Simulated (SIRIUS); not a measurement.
A run of SIRIUS 7.10.0 is set up as follows.

The input sirius.json:

```json
{
  "control": {
    "processing_unit": "cpu",
    "verbosity": 2,
    "num_bands_to_print": 23,
    "print_forces": true,
    "print_stress": true
  },
  "parameters": {
    "electronic_structure_method": "pseudopotential",
    "xc_functionals": ["XC_GGA_X_PBE_SOL", "XC_GGA_C_PBE_SOL"],
    "gk_cutoff": 9.0,
    "pw_cutoff": 18.0,
    "ngridk": [9, 9, 5],
    "shiftk": [0, 0, 0],
    "smearing": "fermi_dirac",
    "smearing_width": 0.0018374661,
    "num_bands": 23,
    "num_mag_dims": 0,
    "num_dft_iter": 100,
    "energy_tol": 1e-08,
    "density_tol": 1e-06
  },
  "iterative_solver": {
    "type": "davidson",
    "min_tolerance": 1e-09,
    "tolerance_scale": [0.1, 0.25]
  },
  "mixer": {
    "type": "anderson",
    "beta": 0.7,
    "max_history": 8
  },
  "settings": {
    "tol_ne": 1e-10,
    "pseudo_grid_cutoff": 6.5
  },
  "unit_cell": {
    "lattice_vectors": [
      [1.0, 0.0, 0.0],
      [-0.5, 0.866025403777, 0.0],
      [0.0, 0.0, 1.630677533378]
    ],
    "lattice_vectors_scale": 6.3391475473,
    "atom_coordinate_units": "lattice",
    "atom_types": ["Sb"],
    "atom_files": {
      "Sb": "Sb.json"
    },
    "atoms": {
      "Sb": [
        [0.6666666667, 0.3333333333, 0.75],
        [0.3333333333, 0.6666666667, 0.25]
      ]
    }
  }
}
```

Potentials or basis: PseudoDojo 0.4.1 PBEsol standard (scalar relativistic).

Run with:

```sh
$ upf_to_json Sb.upf
$ OMP_NUM_THREADS=1 sirius.scf --input=sirius.json --output=out.json --task=0
```

Task: Estimate the pressure.

Result: -1.6 GPa.

Task: What does it give for the band gap on the k mesh?

Result: None (metal or under the smearing width).

Stress tensor (GPa, compression positive):
```
-1.46  0.00  0.00
 0.00 -1.46  0.00
 0.00  0.00 -1.80
```

Spin-orbit coupling is left out, which matters for the levels of Sb.
